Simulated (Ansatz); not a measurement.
Born–Oppenheimer molecular dynamics of a periodic cell of 12 atoms, WS2 (start crystal WS2, start structure R3m, volume 1.15 times the crystal's). It starts from an unrelaxed structure (largest force component 2.47 eV/Å).

All numbers below come from DFT LDA, scalar-relativistic, plane waves, PAW in Ansatz. Settings: PAW set soft_1, cutoff 420 eV, k mesh 2x2x2, fermi-dirac smearing 0.3 eV, no spin polarisation.

- ensemble: NVE (velocity Verlet)
- time step: 4.5 fs
- steps asked: 190
- starting velocities drawn for: 7000 K
- seed: 315973

Frames 9 fs apart, positions in Å, forces in eV/Å.

Velocities at 720.0 fs (Å/ps):

```
W 0.63 2.63 -1.12
S -11.36 6.00 -0.23
S 3.02 -1.33 -1.41
W 1.17 -3.73 -1.64
S -19.32 6.34 -2.56
S 3.22 13.34 8.38
W 2.63 -7.28 -1.90
S -17.07 -2.15 18.43
S -9.91 0.79 -12.94
W 5.46 -0.40 4.63
S -10.00 13.14 0.50
S 4.64 14.25 -10.06
```

```xyz
12
Lattice="-3.3086 -1.9102 6.4573 3.3086 -1.9102 6.4573 0.0000 3.8204 6.4573" Properties=species:S:1:pos:R:3:forces:R:3 time_fs=720.0 energy_less_start_eV=4.734 T=3703
W -0.034 -0.017 0.160 1.38 -3.29 -5.27
S 0.011 0.360 5.142 0.50 -1.92 -1.66
S -0.185 0.149 7.804 4.16 -2.70 3.30
W 0.098 -2.009 6.194 -0.84 1.14 1.50
S 0.186 -1.966 11.357 -1.62 -0.85 0.39
S -0.004 -2.166 14.385 -1.72 3.42 3.59
W -1.804 0.773 6.598 -1.43 4.21 -3.53
S -1.385 0.684 11.106 -0.59 2.02 0.81
S -1.860 0.832 14.739 0.48 0.98 -1.13
W 1.736 1.298 6.503 0.51 -3.15 0.36
S 1.615 0.935 11.199 0.84 0.23 1.19
S 1.644 0.914 14.350 -1.67 -0.08 0.45
12
Lattice="-3.3086 -1.9102 6.4573 3.3086 -1.9102 6.4573 0.0000 3.8204 6.4573" Properties=species:S:1:pos:R:3:forces:R:3 time_fs=729.0 energy_less_start_eV=4.247 T=4039
W -0.025 0.002 0.139 1.49 0.17 -4.53
S -0.080 0.390 5.119 1.91 -2.01 -1.61
S -0.110 0.105 7.830 2.64 -2.07 2.08
W 0.106 -2.040 6.182 -2.30 2.60 2.20
S -0.003 -1.919 11.341 -0.17 -0.71 1.20
S 0.004 -2.014 14.498 -1.32 0.47 1.34
W -1.784 0.717 6.574 -1.96 4.43 -1.93
S -1.546 0.694 11.276 -0.49 3.35 -1.06
S -1.942 0.853 14.615 1.04 1.65 0.98
W 1.786 1.286 6.546 -0.78 -5.38 0.22
S 1.539 1.054 11.214 2.14 -0.64 -0.49
S 1.663 1.036 14.269 -2.22 -1.85 1.58
12
Lattice="-3.3086 -1.9102 6.4573 3.3086 -1.9102 6.4573 0.0000 3.8204 6.4573" Properties=species:S:1:pos:R:3:forces:R:3 time_fs=738.0 energy_less_start_eV=4.157 T=4111
W -0.011 0.020 0.099 0.38 2.00 -3.53
S -0.127 0.371 5.059 2.00 -1.75 -0.82
S 0.029 0.011 7.905 0.29 -0.97 -0.08
W 0.105 -2.059 6.180 -3.63 3.46 2.73
S -0.197 -1.889 11.354 1.29 -0.51 1.29
S -0.018 -1.848 14.644 -0.24 -0.73 -0.41
W -1.772 0.679 6.542 -1.40 3.38 -0.03
S -1.718 0.783 11.422 -0.14 3.17 -1.87
S -1.998 0.913 14.514 1.67 1.64 2.59
W 1.832 1.252 6.589 -1.69 -5.73 -0.13
S 1.514 1.157 11.216 2.90 -1.26 -1.75
S 1.630 1.113 14.224 -1.43 -2.71 2.01
12
Lattice="-3.3086 -1.9102 6.4573 3.3086 -1.9102 6.4573 0.0000 3.8204 6.4573" Properties=species:S:1:pos:R:3:forces:R:3 time_fs=747.0 energy_less_start_eV=4.268 T=4016
W 0.005 0.047 0.045 -2.30 2.83 -0.95
S -0.126 0.311 4.978 1.17 -1.29 0.29
S 0.176 -0.106 7.980 -1.10 -0.05 -1.42
W 0.088 -2.064 6.190 -3.19 3.32 1.93
S -0.359 -1.871 11.396 2.47 -0.21 0.40
S -0.047 -1.697 14.781 0.52 -0.81 -1.43
W -1.766 0.656 6.509 -0.94 2.51 0.66
S -1.891 0.945 11.524 1.60 0.32 -2.34
S -2.013 1.012 14.473 2.09 0.66 2.47
W 1.872 1.195 6.632 -2.36 -3.28 -0.02
S 1.558 1.231 11.180 1.85 -1.26 -0.95
S 1.564 1.126 14.227 0.19 -2.73 1.36
12
Lattice="-3.3086 -1.9102 6.4573 3.3086 -1.9102 6.4573 0.0000 3.8204 6.4573" Properties=species:S:1:pos:R:3:forces:R:3 time_fs=756.0 energy_less_start_eV=5.396 T=3248
W 0.011 0.086 -0.013 -5.25 3.68 3.54
S -0.097 0.218 4.905 0.24 -0.88 1.18
S 0.297 -0.226 8.021 -1.74 0.57 -1.86
W 0.058 -2.055 6.207 -1.89 2.71 1.16
S -0.462 -1.859 11.447 3.28 -0.06 -1.07
S -0.064 -1.567 14.884 0.77 -0.77 -1.83
W -1.765 0.644 6.479 -0.69 2.05 0.61
S -2.022 1.113 11.564 4.87 -3.22 -4.72
S -1.979 1.127 14.491 1.88 -0.18 1.05
W 1.901 1.123 6.675 -2.81 -0.41 1.18
S 1.645 1.274 11.122 0.14 -1.17 0.56
S 1.501 1.074 14.263 1.20 -2.34 0.20
12
Lattice="-3.3086 -1.9102 6.4573 3.3086 -1.9102 6.4573 0.0000 3.8204 6.4573" Properties=species:S:1:pos:R:3:forces:R:3 time_fs=765.0 energy_less_start_eV=5.802 T=2966
W -0.004 0.141 -0.057 -4.45 2.03 4.77
S -0.062 0.105 4.859 -0.39 -0.41 1.56
S 0.377 -0.332 8.019 -1.92 0.98 -1.54
W 0.020 -2.035 6.230 -0.78 1.95 0.98
S -0.486 -1.847 11.474 3.45 0.24 -1.99
S -0.062 -1.455 14.943 0.90 -0.99 -1.66
W -1.766 0.640 6.452 -0.37 1.79 0.40
S -2.040 1.209 11.494 4.91 -3.50 -3.97
S -1.900 1.238 14.533 1.17 -0.64 -0.75
W 1.918 1.050 6.723 -3.05 1.26 1.63
S 1.736 1.288 11.076 -0.97 -1.17 1.52
S 1.467 0.964 14.303 1.50 -1.55 -0.95
12
Lattice="-3.3086 -1.9102 6.4573 3.3086 -1.9102 6.4573 0.0000 3.8204 6.4573" Properties=species:S:1:pos:R:3:forces:R:3 time_fs=774.0 energy_less_start_eV=5.254 T=3330
W -0.037 0.203 -0.082 -0.98 -1.16 2.33
S -0.035 -0.018 4.851 -0.61 0.33 1.39
S 0.410 -0.413 7.980 -1.79 1.44 -0.53
W -0.021 -2.006 6.256 0.17 0.67 0.63
S -0.427 -1.830 11.454 2.71 0.91 -1.43
S -0.039 -1.368 14.963 1.05 -1.34 -1.11
W -1.768 0.644 6.426 0.01 1.54 0.16
S -1.943 1.223 11.334 1.89 -1.50 0.12
S -1.792 1.334 14.559 0.31 -1.10 -1.85
W 1.923 0.982 6.777 -2.82 1.69 -0.06
S 1.806 1.273 11.066 -1.36 -1.18 1.93
S 1.468 0.818 14.321 1.43 -0.30 -1.57
12
Lattice="-3.3086 -1.9102 6.4573 3.3086 -1.9102 6.4573 0.0000 3.8204 6.4573" Properties=species:S:1:pos:R:3:forces:R:3 time_fs=783.0 energy_less_start_eV=5.482 T=3176
W -0.075 0.261 -0.097 0.75 -2.55 0.97
S -0.024 -0.133 4.875 -0.57 1.45 0.57
S 0.400 -0.460 7.928 -1.40 2.13 0.99
W -0.062 -1.975 6.286 1.13 -1.31 -0.17
S -0.304 -1.790 11.400 1.22 1.20 -0.20
S 0.010 -1.313 14.955 1.07 -1.54 -0.54
W -1.770 0.654 6.401 0.59 1.09 -0.13
S -1.798 1.198 11.172 0.06 -0.41 2.14
S -1.678 1.403 14.541 -0.78 -1.59 -1.85
W 1.915 0.920 6.831 -1.88 1.42 -2.40
S 1.842 1.230 11.103 -1.28 -1.16 1.87
S 1.504 0.664 14.302 1.09 1.28 -1.25
12
Lattice="-3.3086 -1.9102 6.4573 3.3086 -1.9102 6.4573 0.0000 3.8204 6.4573" Properties=species:S:1:pos:R:3:forces:R:3 time_fs=792.0 energy_less_start_eV=6.314 T=2601
W -0.110 0.308 -0.107 1.32 -2.41 0.67
S -0.025 -0.212 4.913 -0.37 2.62 -0.62
S 0.356 -0.455 7.901 -0.96 2.63 2.25
W -0.097 -1.949 6.314 2.28 -3.06 -1.14
S -0.151 -1.723 11.341 -0.58 0.61 0.38
S 0.085 -1.295 14.934 0.74 -1.58 -0.27
W -1.770 0.669 6.375 1.51 0.35 -0.43
S -1.650 1.162 11.060 -0.74 -0.10 2.35
S -1.583 1.433 14.479 -2.22 -2.04 -0.73
W 1.900 0.865 6.875 -0.66 1.06 -3.74
S 1.848 1.159 11.185 -1.00 -1.07 1.38
S 1.566 0.542 14.254 0.68 2.98 -0.11
12
Lattice="-3.3086 -1.9102 6.4573 3.3086 -1.9102 6.4573 0.0000 3.8204 6.4573" Properties=species:S:1:pos:R:3:forces:R:3 time_fs=801.0 energy_less_start_eV=6.867 T=2223
W -0.140 0.345 -0.114 1.53 -1.68 0.84
S -0.036 -0.228 4.936 -0.02 2.91 -1.21
S 0.288 -0.387 7.927 -0.86 2.17 2.30
W -0.123 -1.936 6.338 3.57 -2.95 -1.83
S -0.013 -1.641 11.288 -2.17 -0.40 -0.03
S 0.177 -1.316 14.906 0.09 -1.55 -0.33
W -1.764 0.686 6.348 2.43 -0.19 -0.28
S -1.519 1.124 11.004 -1.03 -0.04 2.03
S -1.541 1.413 14.401 -3.49 -2.35 0.80
W 1.882 0.814 6.903 0.33 0.74 -3.91
S 1.829 1.062 11.300 -0.72 -0.84 0.56
S 1.645 0.492 14.204 0.33 4.18 1.07
12
Lattice="-3.3086 -1.9102 6.4573 3.3086 -1.9102 6.4573 0.0000 3.8204 6.4573" Properties=species:S:1:pos:R:3:forces:R:3 time_fs=810.0 energy_less_start_eV=6.317 T=2601
W -0.163 0.376 -0.117 1.59 -1.05 1.16
S -0.047 -0.175 4.932 0.47 1.91 -0.73
S 0.199 -0.267 8.007 -0.76 1.02 1.17
W -0.135 -1.935 6.354 3.91 -1.24 -1.55
S 0.075 -1.569 11.235 -2.87 -1.24 -0.48
S 0.271 -1.375 14.869 -0.57 -1.54 -0.56
W -1.747 0.702 6.320 2.51 0.12 0.84
S -1.413 1.084 10.998 -1.11 0.00 1.67
S -1.583 1.337 14.340 -3.29 -2.08 1.15
W 1.865 0.766 6.915 0.57 0.44 -3.46
S 1.793 0.945 11.428 -0.42 -0.20 -0.46
S 1.732 0.541 14.178 -0.04 3.85 1.25
12
Lattice="-3.3086 -1.9102 6.4573 3.3086 -1.9102 6.4573 0.0000 3.8204 6.4573" Properties=species:S:1:pos:R:3:forces:R:3 time_fs=819.0 energy_less_start_eV=5.413 T=3218
W -0.179 0.401 -0.116 1.64 -0.85 1.19
S -0.046 -0.077 4.911 1.04 0.47 0.13
S 0.092 -0.122 8.115 -0.07 -0.02 -0.37
W -0.129 -1.939 6.364 2.78 0.23 -0.29
S 0.094 -1.527 11.172 -2.43 -1.70 0.05
S 0.352 -1.471 14.819 -1.17 -1.49 -0.80
W -1.720 0.718 6.295 1.50 0.37 2.33
S -1.334 1.045 11.033 -1.20 0.02 1.30
S -1.702 1.212 14.305 -1.44 -1.04 0.22
W 1.851 0.721 6.912 -0.03 0.46 -2.84
S 1.747 0.825 11.545 0.02 1.35 -1.71
S 1.818 0.682 14.181 -0.65 2.21 0.79
```

Of the whole run (855 fs, mean temperature of the second half 3285 K): The conserved energy wandered by up to 10.5 meV per atom (net 4.3 meV per atom), which is poor conservation. The temperature averaged 0.47 of the 7000 K drawn at the start: a run that starts near a minimum puts about half its kinetic energy into the potential. A run of 0.85 ps of so small a system gives no equilibrium averages. Limits of this set-up: coarse k mesh, PAW files made for another functional.

Run time: 19 min on 1 thread of Arm Neoverse V1 (shared host), peak memory 0.54 GiB.
